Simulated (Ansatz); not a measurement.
# CdSe: the cost of one run

Method: DFT PBE, scalar-relativistic, plane waves, PAW, in Ansatz 0.2.0.

1 further run of the same task is left out (it didn't finish).

### Step 1. The system as given

Symmetry: P6_222, No. 180, hexagonal system. Conventional cell: a = 4.288 Å, b = 4.288 Å, c = 9.950 Å, α = 90.00°, β = 90.00°, γ = 120.00°. Around Cd (site symmetry 222) lie 4 Se at 2.71 Å. Se (site symmetry 222) has 4 Cd at 2.71 Å as nearest neighbours.

As a file:

```cif
data_structure
_symmetry_space_group_name_H-M 'P6_222'
_symmetry_Int_Tables_number 180
_cell_length_a 4.2879
_cell_length_b 4.2879
_cell_length_c 9.9497
_cell_angle_alpha 90.000
_cell_angle_beta 90.000
_cell_angle_gamma 120.000
_cell_volume 158.43
loop_
_atom_site_label
_atom_site_type_symbol
_atom_site_symmetry_multiplicity
_atom_site_Wyckoff_symbol
_atom_site_fract_x
_atom_site_fract_y
_atom_site_fract_z
_atom_site_occupancy
Cd1 Cd 3 d 0.00000 0.50000 0.16667 1
Se1 Se 3 c 0.50000 0.50000 0.33333 1
```

The cell was relaxed beforehand at this level, from a generated guess; it is a trial structure. At a tolerance of 0.05 Å it has space group P6_222 (No. 180); it has 26.40 Å³/atom, an uncorrected energy of -0.52 eV/atom over the elements.

### Step 2. Electronic structure at the relaxed geometry

The input, input.yaml:

```yaml
crystal:
  lattice:
    - [4.2879230296, 0.0, 0.0]
    - [-2.1439615148, 3.7134502731, 0.0]
    - [0.0, 0.0, 9.9496641508]
  atoms:
    - { symbol: Cd, position: [0.0, 0.5, 0.1666666667] }
    - { symbol: Cd, position: [0.5, 0.5, 0.8333333333] }
    - { symbol: Cd, position: [0.5, 0.0, 0.5] }
    - { symbol: Se, position: [0.5, 0.5, 0.3333333333] }
    - { symbol: Se, position: [0.5, 0.0, 0.0] }
    - { symbol: Se, position: [0.0, 0.5, 0.6666666667] }
basis:
  ecutwfc: 420
kpoints:
  mp_grid: { grid: [12, 12, 4] }
  band_path:
    path:
      - [[0.0, 0.0, 0.0], [0.5, 0.0, 0.0], [0.33333333, 0.33333333, 0.0], [0.0, 0.0, 0.0], [0.0, 0.0, 0.5], [0.5, 0.0, 0.5], [0.33333333, 0.33333333, 0.5], [0.0, 0.0, 0.5]]
      - [[0.5, 0.0, 0.5], [0.5, 0.0, 0.0]]
      - [[0.33333333, 0.33333333, 0.5], [0.33333333, 0.33333333, 0.0]]
    npoints: 14
hamiltonian:
  xc: pbe
scf:
  occupations: { method: gaussian, width: 0.1 }
  n_extra_bands: 15
output:
  forces: true
  stress: true
  eigenvalues: true
  populations: true
  dos: { projected: true, de: 0.02, nscf_kmesh: { grid: [15, 15, 5] } }
  bader: true
  write_density: true
  write_potential: true
  elf: true
  volumetric_format: npy
```

Run with:

```sh
$ ansatz run input.yaml --threads 1 --pin off --max-ram 2560MiB --backend cpu --events-out ev --progress --plain --runs-dir out
```

What time and memory should one allow on 1 thread of Arm Neoverse V1, shared host?

About 4.8 min, with a peak of 1 GiB.
